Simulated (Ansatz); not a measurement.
# AlN under changes of volume

One of the cells (10.417 Å³/atom); the others are scaled copies at fixed shape and fractional positions:

```
Al N
1.0
     0.00000    2.18399    2.18399
     2.18399    0.00000    2.18399
     2.18399    2.18399    0.00000
Al N
1 1
Direct
  0.00000 0.00000 0.00000
  0.25000 0.25000 0.25000
```

Measurements of this composition are mostly on another form, of space group No. 186.

- Program: Ansatz 0.2.0
- Functional: PBE
- Potentials or basis: JTH PAW
- Cutoff: 1320 eV (not typed: the program's choice for these potentials)
- k mesh: 10 × 10 × 10
- Occupations: fermi-dirac, width 0.05 eV
- Spin: no spin polarisation

```tsv
volume (Å³/atom)	energy over the lowest point (meV/atom)	pressure (GPa)	gap on the mesh (eV)
9.792	52.75	20.3	3.33
10.001	?	?	?
10.209	14.02	9.8	3.31
10.417	4.21	5.3	3.30
10.626	0.00	1.2	3.29
10.834	0.86	-2.5	3.28
11.042	6.34	-5.9	3.27
```

Q: What does the run at 10.001 Å³/atom give?

A: Energy over the lowest point 29.99 meV/atom; pressure 14.8 GPa; gap on the mesh 3.32 eV.

Worked out: A Birch-Murnaghan fit of order 3 (a polynomial in V^(-2/3)) to the other rows has its minimum at 10.69 Å³/atom with B0 = V·E''(V) = 194 GPa and B' = 3.9. It gives 29.94 meV/atom at 10.001 Å³/atom, against the run's 29.99, and -dE/dV = 14.8 GPa, against 14.8. A straight line through the other rows of the gap, of slope -0.499 eV per unit of ln V, gives 3.32 eV, against the run's 3.32.

Energies are extrapolated to zero smearing.

A mesh can miss the band edges.
